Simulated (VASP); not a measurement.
Set up this calculation in VASP 6.6.1, as the native input.

| Property | Result |
| --- | --- |
| Task | single point |
| Functional | PBEsol |
| Potentials or basis | VASP PAW PBE potentials, release 64 (Na_pv, H) |
| Cutoff | 520 eV |
| k mesh | 9 × 9 × 9 |
| Occupations | fermi-dirac, width 0.05 eV |
| Spin | no spin polarisation |
| Ladder | free |
| Further INCAR settings | ALGO = Normal; EDIFF = 1e-07; NBANDS = 11 |

The structure of NaH lies in POSCAR:

```
NaH
1.0
    0.0000000000      2.4400000000      2.4400000000
    2.4400000000      0.0000000000      2.4400000000
    2.4400000000      2.4400000000      0.0000000000
Na H
1 1
Direct
    0.0000000000      0.0000000000      0.0000000000
    0.5000000000      0.5000000000      0.5000000000
```

One way to write it, as run:

INCAR

```
ALGO = Normal
EDIFF = 1E-7
ENCUT = 520
GGA = PS
ISIF = 2
ISMEAR = -1
LASPH = T
LCHARG = F
LREAL = F
LWAVE = F
NBANDS = 11
NELM = 80
PREC = Accurate
SIGMA = 0.05
```

KPOINTS

```
k-points
0
Gamma
  9 9 9
```

Potentials or basis: VASP PAW PBE potentials, release 64 (Na_pv, H).

The run is started by

```bash
$ cat potpaw_PBE.64/Na_pv/POTCAR potpaw_PBE.64/H/POTCAR > POTCAR
$ mpirun -np 1 vasp_std > vasp.out
```

Results of the run:

```yaml
Pressure: -1.2 GPa
Band_gap_on_the_k_mesh: 3.82 eV, indirect (least direct gap 4.55 eV)
```

Caveat: the PAW data sets were made with another functional, which shifts forces and pressure a little; an odd mesh through Γ misses points on the zone boundary, where band edges often lie.

Run time: 17 s on 1 thread of AMD EPYC 7R43 64-Core Processor (Zen 3), on a shared host, peak memory 0.12 GiB.
